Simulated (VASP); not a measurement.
A run of VASP 6.6.1:

Contents of INCAR:

```
PREC = Accurate
ENCUT = 600
EDIFF = 1E-6
ISMEAR = 1
SIGMA = 0.1
LREAL = False
LASPH = True
NELM = 80
ALGO = Normal
ISIF = 3
LWAVE = False
LCHARG = False
GGA = PE
IVDW = 12
IBRION = 2
NSW = 90
EDIFFG = -0.01
```

KPOINTS

```
Automatic mesh
0
Gamma
  15 15 8
```

Contents of POSCAR:

```
Ti
1.0
    2.9500000000      0.0000000000      0.0000000000
   -1.4750000000      2.5547749412      0.0000000000
    0.0000000000      0.0000000000      4.6800000000
Ti
2
Direct
    0.3333333333      0.6666666667      0.2500000000
    0.6666666667      0.3333333333      0.7500000000
```

Potentials or basis: VASP PAW PBE potentials, release 64 (Ti_sv).

Run with:

```bash
$ cat potpaw_PBE.64/Ti_sv/POTCAR > POTCAR
$ mpirun -np 1 vasp_std > vasp.out
```

Hardware: 1 thread of Intel(R) Xeon(R) Platinum 8488C (Sapphire Rapids), on a shared host.

Q: Estimate the wall time of this run.

A: It took 5.4 min on 1 thread of Intel(R) Xeon(R) Platinum 8488C (Sapphire Rapids) (shared host), peak memory 0.23 GiB. Counts: scf iterations 74, k points 135, ion steps 10.
